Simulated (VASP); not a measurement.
# Na in VASP: notebook

One molecule, Na, is run at these levels: PBE+D3(BJ), PBE, RPBE, RPBE+D3(BJ), optB86b-vdW; tasks: relaxation of the atoms, single point.

Program: VASP 6.6.1. These are calculated values, not measurements. Logs are shortened: lines on timing, memory, paths and dates and some standing lists are left out, and cuts for length are marked.

## Step 1: The structure

The cell holds a molecule in a box, 1 atom: a = 10.500 Å, b = 11.000 Å, c = 11.500 Å, α = 90.00°, β = 90.00°, γ = 90.00°.

## Step 2: Relaxation of the atoms, PBE+D3(BJ), collinear spin, ferromagnetic start

The input, INCAR:

```
SYSTEM = Na
ALGO     = Normal         ! electronic algorithm
EDIFF    = 1E-6           ! SCF threshold, eV
EDIFFG   = -0.03          ! ionic threshold
ENCUT    = 400            ! plane-wave cutoff, eV
GGA      = PE             ! functional
IBRION   = 2              ! ionic algorithm
ISIF     = 2              ! what is computed and relaxed
ISMEAR   = 0              ! smearing method
ISPIN    = 2              ! spin polarisation
ISYM     = 0            
IVDW     = 12             ! dispersion correction
LASPH    = .True.         ! aspherical terms in the spheres
LCHARG   = .False.        ! write CHGCAR
LORBIT   = 11             ! projections on sites
LREAL    = .False.        ! projectors in reciprocal space
LWAVE    = .False.        ! write WAVECAR
MAGMOM   = 0.5            ! initial moments
NELM     = 60             ! most SCF steps
NSW      = 120            ! ionic steps
NUPDOWN  = 1              ! fixed moment
PREC     = Accurate       ! precision mode
SIGMA    = 0.01           ! smearing width, eV
```

The input, KPOINTS:

```
k-points
0
Gamma
  1 1 1
  0 0 0
```

The input, POSCAR:

```
Na
1.0
   10.5000000000      0.0000000000      0.0000000000
    0.0000000000     11.0000000000      0.0000000000
    0.0000000000      0.0000000000     11.5000000000
Na
1
Selective dynamics
Direct
    0.5000000000      0.5045454545      0.5000000000  F F F
```

Potentials or basis: VASP PAW PBE potentials, release 64 (Na_pv).

Command:

```sh
> cat potpaw_PBE.64/Na_pv/POTCAR > POTCAR
> mpirun -np 4 vasp_gam > vasp.out
```

OUTCAR:

```text
SYSTEM = Na
   EDIFF = 1E-6
   EDIFFG = -0.03
   ENCUT = 400
   GGA = PE
   IBRION = 2
   ISIF = 2
   ISMEAR = 0
   ISPIN = 2
   ISYM = 0
   IVDW = 12
   LASPH = .True.
   LORBIT = 11
   LREAL = .False.
   NELM = 60
   NSW = 120
   NUPDOWN = 1
   PREC = Accurate
 IVDW          = 12

 ion  position               nearest neighbor table
   1  0.500  0.505  0.500-

IMPORTANT INFORMATION: All symmetrisations will be switched off!
NOSYMM: (Re-)initialisation of all symmetry stuff for point group C_1.

----------------------------------------------------------------------------------------

                                     Primitive cell

  volume of cell :    1328.2500

  direct lattice vectors                    reciprocal lattice vectors
    10.500000000  0.000000000  0.000000000     0.095238095  0.000000000  0.000000000
     0.000000000 11.000000000  0.000000000     0.000000000  0.090909091  0.000000000
     0.000000000  0.000000000 11.500000000     0.000000000  0.000000000  0.086956522

  length of vectors
    10.500000000 11.000000000 11.500000000     0.095238095  0.090909091  0.086956522

  position of ions in fractional coordinates (direct lattice)
     0.500000000  0.504545454  0.500000000

  ion indices of the primitive-cell ions
   primitive index   ion index
                 1           1

----------------------------------------------------------------------------------------

 KPOINTS: k-points

Automatic generation of k-mesh.
 Grid dimensions read from file:
 generate k-points for:    1    1    1

 Generating k-lattice:

  Cartesian coordinates                     Fractional coordinates (reciprocal lattice)
     0.095238095  0.000000000  0.000000000     1.000000000  0.000000000  0.000000000
     0.000000000  0.090909091  0.000000000     0.000000000  1.000000000  0.000000000
     0.000000000  0.000000000  0.086956522     0.000000000  0.000000000  1.000000000

  Length of vectors
     0.095238095  0.090909091  0.086956522

  Shift w.r.t. Gamma in fractional coordinates (k-lattice)
     0.000000000  0.000000000  0.000000000

 Subroutine IBZKPT returns following result:
 ===========================================

 Found      1 irreducible k-points:

 Following reciprocal coordinates:
            Coordinates               Weight
  0.000000  0.000000  0.000000      1.000000
   k-points           NKPTS =      1   k-points in BZ     NKDIM =      1   number of bands    NBANDS=      8
   number of dos      NEDOS =    301   number of ions     NIONS =      1
   total plane-waves  NPLWV = 403200
   dimension x,y,z NGX =    70 NGY =   72 NGZ =   80
   dimension x,y,z NGXF=   140 NGYF=  144 NGZF=  160
   ions per type =               1
   NGX,Y,Z   is equivalent  to a cutoff of  11.08, 10.88, 11.56 a.u.
   NGXF,Y,Z  is equivalent  to a cutoff of  22.17, 21.76, 23.13 a.u.
 SYSTEM =  Na
   PREC   = accura    normal or accurate (medium, high low for compatibility)
   ISTART =      0    job   : 0-new  1-cont  2-samecut
   ICHARG =      2    charge: 1-file 2-atom 10-const
   ISPIN  =      2    spin polarized calculation?
   LNONCOLLINEAR =      F non collinear calculations
   LSORBIT =      F    spin-orbit coupling
   LASPH  =      T    aspherical Exc in radial PAW
   ENCUT  =  400.0 eV  29.40 Ry    5.42 a.u.  17.12 17.94 18.75*2*pi/ulx,y,z
   NELM   =     60;   NELMIN=  2; NELMDL= -5     # of ELM steps
   EDIFF  = 0.1E-05   stopping-criterion for ELM
   LREAL  =      F    real-space projection
   EDIFFG = -.3E-01   stopping-criterion for IOM
   NSW    =    120    number of steps for IOM
   IBRION =      2    ionic relax: 0-MD 1-quasi-New 2-CG
   NFREE  =      1    steps in history (QN), initial steepest desc. (CG)
   ISIF   =      2    stress and relaxation
   ISYM   =      0    0-nonsym 1-usesym 2-fastsym
   POTIM  = 0.5000    time-step for ionic-motion
   TEBEG  =    0.0;   TEEND  =   0.0 temperature during run
   PSTRESS=    0.0 pullay stress
   NELECT =       7.0000    total number of electrons
   NUPDOWN=       1.0000    fix difference up-down
   EMIN   =  10.00;   EMAX   =-10.00  energy-range for DOS
   EFERMI =   0.00;   METHOD = LEGACY
   ISMEAR =     0;   SIGMA  =   0.01  broadening in eV -4-tet -1-fermi 0-gaus
   EFERMI_NEDOS =   21; number of points for ismear=-14 and -15
   IALGO  =     38    algorithm
   IMIX   =      4    mixing-type and parameters
     AMIX     =   0.40;   BMIX     =  1.00
     AMIX_MAG =   1.60;   BMIX_MAG =  1.00
  volume/ion in A,a.u.               =    1328.25      8963.47
  Fermi-wavevector in a.u.,A,eV,Ry     =   0.284892  0.538369  1.104299  0.081164
  Thomas-Fermi vector in A             =   1.138136
   LORBIT       =     11    0 simple, 1 ext, 2 COOP (PROOUT), +10 PAW based schemes
   GGA     = PE    functional components
   LHFCALC =     F    Hartree Fock is set to
   AEXX    =    0.0000 exact exchange contribution
   IVDW    =    12    specifies the selected vdW correction
   LEPSILON=     F    determine dielectric tensor
   LRPA    =     F    only Hartree local field effects (RPA)
 conjugate gradient relaxation of ions
 spin polarized calculation
 Gauss-broadening in eV      SIGMA  =   0.01
  energy-cutoff  :      400.00
  volume of cell :     1328.25
 maximum number of plane-waves:     12033
 NGX is ok and might be reduce to    70
   NGX = 35   NGY = 35   NGZ = 37

 number of electron       6.9999993 magnetization       0.9999995

 Free energy of the ion-electron system (eV)
  ---------------------------------------------------
  ext. energy  EPLUGINS =         0.00000000
  ---------------------------------------------------
  free energy    TOTEN  =        -0.24148933 eV

  energy without entropy =       -0.24148933  energy(sigma->0) =       -0.24148933

 E-fermi : -28.3380     XC(G=0):  -0.6378

 val. band max:       -2.9507181998   @ k =   0.0000   0.0000   0.0000
 cond. band min:      -1.3292950311   @ k =   0.0000   0.0000   0.0000
 fundamental gap:      1.6214231687
 Fermi energy:        -2.8943685940

 spin component 1

 k-point     1 :       0.0000    0.0000    0.0000
  band No.  band energies     occupation
      1     -28.5132      1.00000
      2     -28.5131      1.00000
      3     -28.5130      1.00000
      4      -2.9507      1.00000
      5      -0.7795      0.00000
      6      -0.7515      0.00000
      7      -0.7162      0.00000
      8      -0.3798      0.00000
 Fermi energy:       -28.3379544462

 spin component 2

 k-point     1 :       0.0000    0.0000    0.0000
  band No.  band energies     occupation
      1     -28.4287      1.00000
      2     -28.4286      1.00000
      3     -28.4284      1.00000
      4      -1.3293      0.00000
      5       0.3944      0.00000
      6       0.9674      0.00000
      7       1.0492      0.00000
      8       1.1097      0.00000

------------------------ aborting loop because EDIFF is reached ----------------------------------------

 Edisp (eV)   -0.00268

 E8    (eV) :    -0.0005

  FORCE on cell =-STRESS in cart. coord.  units (eV):
  Direction    XX          YY          ZZ          XY          YZ          ZX
  --------------------------------------------------------------------------------------
  -------------------------------------------------------------------------------------
  Total      -0.10857    -0.08914    -0.07745    -0.00000     0.00000     0.00000
  in kB      -0.13096    -0.10752    -0.09342    -0.00000     0.00000     0.00000
  external pressure =       -0.11 kB  Pullay stress =        0.00 kB

 VOLUME and BASIS-vectors are now :
 -----------------------------------------------------------------------------
  energy-cutoff  :      400.00
  volume of cell :     1328.25
      direct lattice vectors                 reciprocal lattice vectors
    10.500000000  0.000000000  0.000000000     0.095238095  0.000000000  0.000000000
     0.000000000 11.000000000  0.000000000     0.000000000  0.090909091  0.000000000
     0.000000000  0.000000000 11.500000000     0.000000000  0.000000000  0.086956522

 POSITION                                       TOTAL-FORCE (eV/Angst)
 -----------------------------------------------------------------------------------
      5.25000      5.55000      5.75000         0.000000      0.003607      0.000004
 -----------------------------------------------------------------------------------
    total drift:                                0.000000      0.003607      0.000004

  FREE ENERGIE OF THE ION-ELECTRON SYSTEM (eV)
  ---------------------------------------------------
  free  energy   TOTEN  =        -0.2441712510 eV

  energy  without entropy=       -0.2441712510  energy(sigma->0) =       -0.24417125

 reached required accuracy - stopping structural energy minimisation

 total charge

# of ion       s       p       d       tot
------------------------------------------
    1        0.112   5.940   0.000   6.052

 magnetization (x)

# of ion       s       p       d       tot
------------------------------------------
    1        0.112  -0.001   0.000   0.112
```

Wall time 23 s (4 MPI ranks of AMD EPYC 9R45 (Zen 5), shared host); peak memory 0.34 GiB.

Results:

| Quantity | Value |
| --- | --- |
| Free energy | -0.2442 eV |
| Net moment | 1.00 μB per cell |
| Site moments | Na +0.11 μB |
| Valence electrons inside the program's atomic spheres | Na 6.05 |
| Dispersion energy per atom | -0.003 eV |

Final structure:
```cif
data_structure
_symmetry_space_group_name_H-M 'P 1'
_symmetry_Int_Tables_number 1
_cell_length_a 10.5000
_cell_length_b 11.0000
_cell_length_c 11.5000
_cell_angle_alpha 90.000
_cell_angle_beta 90.000
_cell_angle_gamma 90.000
_cell_volume 1328.25
loop_
_atom_site_label
_atom_site_type_symbol
_atom_site_fract_x
_atom_site_fract_y
_atom_site_fract_z
_atom_site_occupancy
Na1 Na 0.50000 0.50455 0.50000 1
```

Caveat: the relaxation stopped at its first step, so nothing moved; the total moment is fixed, so each spin has its own Fermi level.

## Step 3: Single point, PBE, collinear spin, ferromagnetic start

Changes to INCAR since step 2:

```diff
@@ -3,6 +3,4 @@
 EDIFF    = 1E-6           ! SCF threshold, eV
-EDIFFG   = -0.03          ! ionic threshold
 ENCUT    = 400            ! plane-wave cutoff, eV
 GGA      = PE             ! functional
-IBRION   = 2              ! ionic algorithm
 ISIF     = 2              ! what is computed and relaxed
@@ -11,3 +9,2 @@
 ISYM     = 0            
-IVDW     = 12             ! dispersion correction
 LASPH    = .True.         ! aspherical terms in the spheres
@@ -18,4 +15,4 @@
 MAGMOM   = 0.5            ! initial moments
+NBANDS   = 14             ! bands
 NELM     = 60             ! most SCF steps
-NSW      = 120            ! ionic steps
 NUPDOWN  = 1              ! fixed moment
```

KPOINTS is that of step 2.

The input, POSCAR:

```
Na                                      
1.0
   10.5000000000      0.0000000000      0.0000000000
    0.0000000000     11.0000000000      0.0000000000
    0.0000000000      0.0000000000     11.5000000000
  Na            
     1
Selective dynamics
Direct
     0.5000000000000000    0.5045454544999970    0.5000000000000000   F   F   F
```

Potentials or basis: VASP PAW PBE potentials, release 64 (Na_pv).

Command:

```sh
> cat potpaw_PBE.64/Na_pv/POTCAR > POTCAR
> mpirun -np 4 vasp_gam > vasp.out
```

Run time: 21 s. Hardware: 4 MPI ranks of AMD EPYC 9R45 (Zen 5), shared host; peak memory 0.33 GiB.

The run converged. Its results:

```
Free energy                                           : -0.2414 eV
Net moment                                            : 1.00 μB per cell
Site moments                                          : Na +0.11 μB
Valence electrons inside the program's atomic spheres : Na 6.05
```

Caveat: the total moment is fixed, so each spin has its own Fermi level.

## Step 4: Single point, RPBE, collinear spin, ferromagnetic start

Changes to INCAR since step 3:

```diff
@@ -4,3 +4,3 @@
 ENCUT    = 400            ! plane-wave cutoff, eV
-GGA      = PE             ! functional
+GGA      = RP             ! functional
 ISIF     = 2              ! what is computed and relaxed
```

KPOINTS is that of step 3.

POSCAR is that of step 3.

Command:

```sh
> cat potpaw_PBE.64/Na_pv/POTCAR > POTCAR
> mpirun -np 4 vasp_gam > vasp.out
```

Wall time 27 s (4 MPI ranks of AMD EPYC 9R45 (Zen 5), shared host); peak memory 0.34 GiB.

The run converged. Its results:

- Free energy: -0.1849 eV
- Net moment: 1.00 μB per cell
- Site moments: Na +0.11 μB
- Valence electrons inside the program's atomic spheres: Na 6.05

Caveat: the PAW data sets were made with another functional, which shifts forces and pressure a little; the total moment is fixed, so each spin has its own Fermi level.

## Step 5: Single point, RPBE+D3(BJ), collinear spin, ferromagnetic start

Changes to INCAR since step 4:

```diff
@@ -9,2 +9,3 @@
 ISYM     = 0            
+IVDW     = 12             ! dispersion correction
 LASPH    = .True.         ! aspherical terms in the spheres
```

KPOINTS is that of step 4.

POSCAR is that of step 4.

Potentials or basis: VASP PAW PBE potentials, release 64 (Na_pv).

Command:

```sh
> cat potpaw_PBE.64/Na_pv/POTCAR > POTCAR
> mpirun -np 4 vasp_gam > vasp.out
```

OUTCAR:

```text
SYSTEM = Na
   EDIFF = 1E-6
   ENCUT = 400
   GGA = RP
   ISIF = 2
   ISMEAR = 0
   ISPIN = 2
   ISYM = 0
   IVDW = 12
   LASPH = .True.
   LORBIT = 11
   LREAL = .False.
   NELM = 60
   NUPDOWN = 1
   PREC = Accurate
 IVDW          = 12

 ion  position               nearest neighbor table
   1  0.500  0.505  0.500-

IMPORTANT INFORMATION: All symmetrisations will be switched off!
NOSYMM: (Re-)initialisation of all symmetry stuff for point group C_1.
[... 175 lines left out ...]
  Direction    XX          YY          ZZ          XY          YZ          ZX
  --------------------------------------------------------------------------------------
  -------------------------------------------------------------------------------------
  Total      -0.12006    -0.10010    -0.08749    -0.00000    -0.00000     0.00000
  in kB      -0.14482    -0.12074    -0.10553    -0.00000    -0.00000     0.00000
  external pressure =       -0.12 kB  Pullay stress =        0.00 kB

 VOLUME and BASIS-vectors are now :
 -----------------------------------------------------------------------------
  energy-cutoff  :      400.00
  volume of cell :     1328.25
      direct lattice vectors                 reciprocal lattice vectors
    10.500000000  0.000000000  0.000000000     0.095238095  0.000000000  0.000000000
     0.000000000 11.000000000  0.000000000     0.000000000  0.090909091  0.000000000
     0.000000000  0.000000000 11.500000000     0.000000000  0.000000000  0.086956522

 POSITION                                       TOTAL-FORCE (eV/Angst)
 -----------------------------------------------------------------------------------
      5.25000      5.55000      5.75000         0.000000      0.003415      0.000004
 -----------------------------------------------------------------------------------
    total drift:                                0.000000      0.003415      0.000004

  FREE ENERGIE OF THE ION-ELECTRON SYSTEM (eV)
  ---------------------------------------------------
  free  energy   TOTEN  =        -0.1875881166 eV

  energy  without entropy=       -0.1875881166  energy(sigma->0) =       -0.18758812

 total charge

# of ion       s       p       d       tot
------------------------------------------
    1        0.107   5.938   0.000   6.046

 magnetization (x)

# of ion       s       p       d       tot
------------------------------------------
    1        0.107   0.002   0.000   0.109
```

stdout:

```text
POSCAR found type information on POSCAR Na
 POSCAR found :  1 types and       1 ions
 scaLAPACK will be used
 -----------------------------------------------------------------------------
|                                                                             |
|                                                                             |
[... 19 lines left out ...]
|     I found NBANDS = 14. Now, NBANDS = 16.                                  |
|                                                                             |
 -----------------------------------------------------------------------------

 POSCAR, INCAR and KPOINTS ok, starting setup
 FFT: planning ... GRIDC
 FFT: planning ... GRID_SOFT
 FFT: planning ... GRID
 WAVECAR not read
 entering main loop
```

It took 27 s on 4 MPI ranks of AMD EPYC 9R45 (Zen 5), shared host; peak memory 0.35 GiB.

What came out:

```yaml
Free_energy: -0.1876 eV
Net_moment: 1.00 μB per cell
Site_moments: Na +0.11 μB
Valence_electrons_inside_the_program's_atomic_spheres: Na 6.05
Dispersion_energy_per_atom: -0.003 eV
```

Caveat: the PAW data sets were made with another functional, which shifts forces and pressure a little; the total moment is fixed, so each spin has its own Fermi level.

## Step 6: Single point, optB86b-vdW, collinear spin, ferromagnetic start

Changes to INCAR since step 5:

```diff
@@ -1,2 +1,3 @@
 SYSTEM = Na
+AGGAC    = 0.0          
 ALGO     = Normal         ! electronic algorithm
@@ -4,3 +5,3 @@
 ENCUT    = 400            ! plane-wave cutoff, eV
-GGA      = RP             ! functional
+GGA      = MK             ! functional
 ISIF     = 2              ! what is computed and relaxed
@@ -9,3 +10,2 @@
 ISYM     = 0            
-IVDW     = 12             ! dispersion correction
 LASPH    = .True.         ! aspherical terms in the spheres
@@ -14,2 +14,3 @@
 LREAL    = .False.        ! projectors in reciprocal space
+LUSE_VDW = .True.       
 LWAVE    = .False.        ! write WAVECAR
@@ -19,2 +20,4 @@
 NUPDOWN  = 1              ! fixed moment
+PARAM1   = 0.1234       
+PARAM2   = 1.0          
 PREC     = Accurate       ! precision mode
```

KPOINTS is that of step 5.

POSCAR is that of step 5.

Potentials or basis: VASP PAW PBE potentials, release 64 (Na_pv).

Command:

```sh
> cat potpaw_PBE.64/Na_pv/POTCAR > POTCAR
> mpirun -np 4 vasp_gam > vasp.out
```

Run time: 2.8 min. Hardware: 4 MPI ranks of AMD EPYC 9R45 (Zen 5), shared host; peak memory 0.83 GiB.

The run converged. Its results:

```yaml
Free_energy: 1.9720 eV
Net_moment: 1.00 μB per cell
Site_moments: Na +0.11 μB
Valence_electrons_inside_the_program's_atomic_spheres: Na 6.05
```

Caveat: the PAW data sets were made with another functional, which shifts forces and pressure a little; the total moment is fixed, so each spin has its own Fermi level.

## Step 7: The runs side by side

| task | level | cell | atoms held fixed (from 0) | moment (μB) |
| --- | --- | --- | --- | --- |
| relaxation of the atoms | PBE+D3(BJ) | atoms relaxed | [0] | 1.00 |
| single point | PBE | as given | - | 1.00 |
| single point | RPBE | as given | - | 1.00 |
| single point | RPBE+D3(BJ) | as given | - | 1.00 |
| single point | optB86b-vdW | as given | - | 1.00 |

Alike in all rows: potentials or basis VASP PAW PBE potentials, release 64 (Na_pv); spin collinear, ferromagnetic start; fixed moment (μB) 1; k mesh 1 × 1 × 1; cutoff (eV) 400; smearing gaussian 0.01 eV.

Caveats: the total moment is fixed, so each spin has its own Fermi level; the PAW data sets were made with another functional, which shifts forces and pressure a little (some runs); the relaxation stopped at its first step, so nothing moved (some runs).

Total energies depend on the potentials used, so only differences within one code and one set of settings carry meaning.
